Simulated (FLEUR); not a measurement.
# SiC (Moissanite 3C): single point with PBE0

Crystal: SiC (Moissanite 3C).

```
Si C
1.0
     0.00000    2.17900    2.17900
     2.17900    0.00000    2.17900
     2.17900    2.17900    0.00000
Si C
1 1
Direct
  0.00000 0.00000 0.00000
  0.75000 0.75000 0.75000
```

```
Program             : FLEUR MaX-R8.1 (patched build s14)
Task                : single point
Functional          : PBE0
Potentials or basis : all-electron
Basis               : FLAPW
Kmax                : 5.54 1/bohr
k mesh              : 5 × 5 × 5
Occupations         : fermi-dirac, width 0.05 eV
Spin                : no spin polarisation
```

The band gap on the k mesh is 3.50 eV, indirect (least direct gap 6.77 eV) and the valence electrons inside the program's atomic spheres are Si 9.27; C 2.65 (radii Si 1.77, C 1.53 bohr).

Levels at points of the mesh, in eV from the valence-band top:
```tsv
k point	band 6	band 7	band 8	band 9	band 10	band 11
(0.00, 0.00, 0.00)	0.00	0.00	0.00	8.32	9.37	9.37
```

Core levels (eV from the Fermi level):
```csv
atom,levels
1 Si,1s1/2 -1778.1
2 C,1s1/2 -262.7
```

It took 9.9 min on 2 threads of Intel(R) Xeon(R) 6975P-C (Granite Rapids), on a shared host, peak memory 0.17 GiB.

Caveat: the k mesh is coarse (spacing up to 0.50 Å⁻¹), so the values aren't converged, least of all with exact exchange; core states are solved in the semilocal potential; an odd mesh through Γ misses points on the zone boundary, where band edges often lie.
